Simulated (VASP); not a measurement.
Input of a VASP 6.6.1 run:

INCAR

```
PREC = Accurate
ENCUT = 520
EDIFF = 1E-7
ISMEAR = 0
SIGMA = 0.02
LREAL = False
LASPH = True
NELM = 60
ALGO = Fast
ISIF = 2
LWAVE = False
LCHARG = True
GGA = PE
LVHAR = True
KPAR = 4
```

Contents of KPOINTS:

```
Automatic mesh
0
Gamma
  8 8 8
```

Contents of POSCAR:

```
BaO                                     
1.0
    0.0000000000      2.8066082545      2.8066082545
    2.8066082545     -0.0000000000      2.8066082545
    2.8066082545      2.8066082545     -0.0000000000
  Ba              O             
     1     1
Direct
     0.0000000000000000    0.0000000000000000    0.0000000000000000
     0.5000000000000000    0.5000000000000000    0.5000000000000000
```

Potentials or basis: VASP PAW PBE potentials, release 64 (Ba_sv, O).

The run is started by

```console
$ cat potpaw_PBE.64/Ba_sv/POTCAR potpaw_PBE.64/O/POTCAR > POTCAR
$ mpirun -np 4 vasp_std > vasp.out
```

Question: What does it give for the pressure?

Answer: 0.1 GPa.

Question: Predict the band gap on the k mesh.

Answer: 2.10 eV, direct.

Caveat: spin-orbit coupling is left out, which moves the levels of the heavy elements. A k mesh can miss the band edges.
